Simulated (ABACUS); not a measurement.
## Y: single point with PBE

The system is Y.

```xyz
1
Lattice="0.0000 2.5520 2.5520 2.5520 0.0000 2.5520 2.5520 2.5520 0.0000" Properties=species:S:1:pos:R:3 pbc="T T T"
Y     0.0000    0.0000    0.0000
```

This isn't the form of Y at room conditions, which is hcp.

- Program: ABACUS 3.10.1
- Task: single point
- Functional: PBE
- Potentials or basis: PseudoDojo NC SR 0.4.1 PBE standard
- Cutoff: 1361 eV
- Density cutoff: 5442 eV
- Basis: DZP LCAO (the cutoffs set its grid)
- k mesh: 9 × 9 × 9
- Occupations: fermi-dirac, width 0.05 eV
- Spin: no spin polarisation

| Item | Value |
| --- | --- |
| Pressure | -0.8 GPa |
| Band gap on the k mesh | none (metal or under the smearing width) |

Levels at points of the mesh, in eV from the Fermi level:
```csv
k point,band 1,band 2,band 3,band 4,band 5,band 6,band 7,band 8,band 9,band 10
"(0.00, 0.00, 0.00)",-42.76,-22.48,-22.48,-22.48,-4.71,1.73,1.73,1.73,3.70,3.70
```

Wall time 4.7 s on 4 MPI ranks on Intel(R) Xeon(R) Platinum 8488C (Sapphire Rapids), with other jobs on the host, peak memory 0.4 GiB a rank.

Caveat: the atomic orbitals were generated for these runs and aren't a published set; the basis of atomic orbitals isn't converged, which shifts pressures, moduli and gaps.
